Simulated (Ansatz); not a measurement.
Magnetic order of MnS (P6_3mc)

Computed with Ansatz (plane waves, PAW): PBE+U, U_eff = 5.0 eV (Dudarev form) on Mn d, fully localised double counting, scalar-relativistic datasets, 420 eV, PAW set soft_2, 6×6×3 mesh, Gaussian smearing of 0.05 eV.

```
Mn S
1.0
     3.97600    0.00000    0.00000
    -1.98800    3.44332    0.00000
     0.00000    0.00000    6.43200
Mn S
2 2
Cartesian
  0.0000 2.2955 0.0000
  1.9880 1.1478 3.2160
  0.0000 2.2955 2.4763
  1.9880 1.1478 5.6923
```

The structure is that of a cell as deposited in COD, unrelaxed.

Cell and atoms stay fixed; no spin–orbit coupling. The cell holds two magnetic ions, atoms 1 and 2, and the lowest free states with their moments parallel and opposed are compared.

Problem. Which order lies lower, by how much, and what else changes?

Solution. The opposed one, by 22.2 meV/atom (44 meV per magnetic ion). Parallel: gap 1.49 eV, moments Mn 4.37 μB (cell 10.00 μB), pressure 5.8 GPa. Opposed: gap 2.37 eV, moments Mn 4.33, -4.33 μB, pressure 4.9 GPa.

Both states fill the shells alike (parallel: Mn 5↑ 0↓, 5.21 e; opposed: Mn 5↑ 0↓, 5.23 e; Mn 0↑ 5↓, 5.23 e; their occupation matrices agree within 0.15, spins exchanged on the turned ion), so they differ in the order of the moments and not in the filling. A natural orbital (eigenvector of a shell's occupation matrix) is counted as filled above 0.75 (0.9 in a metal) and as partly filled from 0.35 up to that; ↑ and ↓ are the spin channels. The gap is wider by 0.87 eV with opposed moments; with parallel ones the gaps within each spin are 1.49 and 4.35 eV. With spin off the cell lies 2377.8 meV/atom from the lower state (gap zero (metallic)).

In the opposed pattern, atom 1 has 6 of its 6 magnetic neighbours at 3.95 Å, 0 of 6 at 3.98 Å, 6 of 6 at 5.61 Å, 0 of 2 at 6.43 Å turned against it; the energy difference holds only the couplings to turned neighbours.

Problem. The moments are now held at an angle, ending 90° apart (non-collinear spin). What is the energy against the parallel state?

Solution. A Heisenberg form, E(θ) − E(0°) = [E(180°) − E(0°)] (1 − cos θ)/2, gives -88.6 × (1 − cos 89.9°)/2 = -44 meV per cell; the run gave -45 meV. The form holds well.

Problem. The moments are now held at an angle, ending 30° apart (non-collinear spin). What is the energy against the parallel state?

Solution. A Heisenberg form, E(θ) − E(0°) = [E(180°) − E(0°)] (1 − cos θ)/2, gives -88.6 × (1 − cos 30.0°)/2 = -5.9 meV per cell; the run gave -6.2 meV. The two agree, though an angle this near a collinear state tests little.

In the lower state the fixed cell carries a pressure of 4.9 GPa and forces up to 0.35 eV/Å; relaxing would change energies and could change the order of close states.

Only these patterns were run; an order that needs another cell may lie lower. At this level the cell was started in 18 ways. For metallic states the mesh is coarse, so energy differences carry some meV/atom. U wasn't fitted or computed for this material, so the results show what this U gives and needn't match the real solid. Gaps are Kohn–Sham gaps over the k-mesh alone and may be smaller between its points. Site moments are integrated in small spheres and here fall short of the shell's N↑ − N↓.
